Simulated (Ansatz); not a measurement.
Records of electronic-structure calculations.

### Te2Mo (2H monolayer): band gap by G0W0 on HSE06

The cell holds 3 atoms: 1 Mo and 2 Te. Cell: a = 3.555 Å, b = 3.555 Å, c = 30.400 Å, α = 90.0°, β = 90.0°, γ = 120.0°. Vacuum lies along c.

```xyz
3
Lattice="3.5552 0.0000 0.0000 -1.7776 3.0789 0.0000 0.0000 0.0000 30.4000" Properties=species:S:1:pos:R:3
Mo    0.0000    2.0526   15.2000
Te    1.7776    1.0263   17.0077
Te    1.7776    1.0263   13.3923
```

| Quantity | Value |
| --- | --- |
| method | G0W0 on HSE06, plane waves, PAW (and 1 further level or step) |
| program | Ansatz 0.2.0 |
| settings of one run | cutoff 420 eV, 9×9×1 k-mesh, default PAW, empty bands 405, screening cutoff 66 eV, screening contour deformation, QP bands (v2, c2) |
| cost | 2 runs, 4.6 min in all on 1 × NVIDIA H100 80GB HBM3 (shared by 6 runs) with 3 threads of AMD EPYC 7R13 (Zen 3), shared host (the runs of this entry) |
| notes | In doubt: masses and optical values from hybrid runs of this build are listed as unsure (in some of the runs), which bears on the screening that GW takes from such a start. Values taken over the cell’s volume include its vacuum. The structure was relaxed with PBE. Limits: coarse mesh for a sheet; no spin-orbit coupling. The differences hold parts that these runs do not separate: finite bands, cutoffs and mesh, points of the zone that were not corrected, the start of G0W0, spin-orbit coupling missing from it, static nuclei, no electron-hole attraction, a cell that is not a measured one, and what each experiment reads as the gap. How much each gives is not known from the steps shown. |
| HSE06 gap over mesh and listed points | 1.493 eV, direct, at k = (0.333, 0.333, 0.000) |
| G0W0@HSE06 gap over 11 of 12 irreducible mesh points | 1.800 eV, direct, at k = (0.333, 0.333, 0.000) |
| GW settings | 9×9×1 mesh, 405 empty bands, screening to 66 eV |
| known limits | finite bands, screening cutoff and k mesh; no spin-orbit coupling in G0W0 |

Over 11 of 12 irreducible mesh points the G0W0 gap is 1.800 eV, direct, at k = (0.333, 0.333, 0.000). The HSE06 gap of this run on the mesh is 1.489 eV. The two states that bound the G0W0 gap lie that far apart at the start, so the correction of the gap is 1.800 − 1.489 = +0.311 eV. The valence state moves by −4.990 − (−5.194) = +0.204 eV and the conduction state by −3.189 − (−3.705) = +0.516 eV, on the run's own scale; how far single levels stand from their limit in bands is not shown.

[Paths, hosts, dates, memory and timing lines, banners, echoed tables and standing remarks are left out of the program output.]

[Logs are printed without paths, hosts, clocks, repeated set-up lines and the standing remarks that a program may print on its own settings, such as how far it seeks lower states.]

[Runs of the session that timed out or met a known fault of the program may be left out.]

[Cells called generated may have been cut or substituted from an entry of the Crystallography Open Database or the Materials Project.]

[Hosts, paths, dates, database ids (printed as entryN), source tags and the programs' standing remarks are cut or masked in the printed files.]
